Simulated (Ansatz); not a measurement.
# Moving the dispersion correction in K

The cell as given:

Symmetry: Pm-3m, No. 221, cubic system. Conventional cell: a = 4.310 Å, b = 4.310 Å, c = 4.310 Å, α = 90.00°, β = 90.00°, γ = 90.00°. Around K (site symmetry m-3m) lie 6 K at 4.31 Å.

This isn't the form of K at room conditions, which is bcc.

Kept alike: task relaxation of cell and atoms; functional PBEsol; k mesh 6 × 6 × 6; occupations fermi-dirac, width 0.05 eV; no spin polarisation. Program: Ansatz, Ansatz PAW, cutoff 420 eV. The mesh is that of the run's cell of 1 atom. No spin-orbit coupling.

| dispersion correction | volume (Å³/atom) |
| --- | --- |
| D3(BJ) | 69.422 |
| D3(BJ)-ATM | 69.724 |
| D4 | 73.794 |
| none | 75.541 |

The relaxations keep at least the cell's symmetry (Pm-3m). For a metal such a mesh leaves the last digits unconverged. Relaxations stop with a little pressure left, so the last digits of a volume or edge aren't settled. All rows use potentials made for PBE.

Task: What does the dispersion correction change here?

Result: The volume runs from 69.422 (D3(BJ)) to 75.541 Å³/atom (none). Against no correction: D3(BJ) -8.1 %; D3(BJ)-ATM -7.7 %; D4 -2.3 %. Dispersion terms mostly attract and so lower the volume; the schemes' coefficients and damping set how far.
